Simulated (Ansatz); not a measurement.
# NaI: what symmetry allows forces and stress to be

```xyz
4
Lattice="4.8006 0.0000 0.2773 0.0000 4.7118 0.0000 0.4679 0.0000 7.7937" Properties=species:S:1:pos:R:3 pbc="T T T"
Na    1.1390    2.3559    2.1983
Na    4.1224    2.3559    5.8563
I     1.4425    0.0000    5.8112
I     3.8332    0.0000    2.2764
```

All numbers below come from DFT PBE, scalar-relativistic, plane waves, PAW in Ansatz 0.2.0.

Settings: cutoff 420 eV, Γ-centred mesh 6×6×4 on the computed 4-atom cell, Gaussian smearing of 0.02 eV; no spin polarisation.

This distorted cell has space group Pm, with 2 operations.

Question: Without a calculation: in which directions can each atom feel a force?

Answer: A force must be left unchanged by every operation that keeps its atom in place, so it lies in the space that those operations leave fixed. Atoms that the group maps onto each other feel forces of one size.
```csv
atom,site symmetry,operations at the site,equivalent to atom,allowed force (Cartesian)
Na1,m,2,1,"in the plane normal to (0.00, 1.00, 0.00)"
Na2,m,2,2,"in the plane normal to (0.00, 1.00, 0.00)"
I3,m,2,3,"in the plane normal to (0.00, 1.00, 0.00)"
I4,m,2,4,"in the plane normal to (0.00, 1.00, 0.00)"
```

That leaves 8 independent force components of 12, tied by 2 conditions that the forces sum to zero, so 6 remain. A relaxation in this cell that keeps the symmetry moves the atoms in these directions alone.

Question: And the stress tensor?

Answer: It must be invariant under the point group, which leaves 4 independent components: yz, xy vanish.

Question: Do the computed values obey this?

Answer: Yes. Forces (eV/Å):
```
Na1  0.149  0.000 -0.055
Na2 -0.141  0.000  0.052
I3   0.071  0.000  0.008
I4  -0.078  0.000 -0.006
```

Stress (GPa, compression positive, xx yy zz yz xz xy): -1.22 -2.85 0.49 0.00 -0.77 0.00. The program imposes the same operations on density, forces and stress, so this confirms the analysis and is no independent test of the calculation.

 The cell holds layers, and where no dispersion correction was added their binding is poorly described.

This form isn't the usual stable structure of the compound.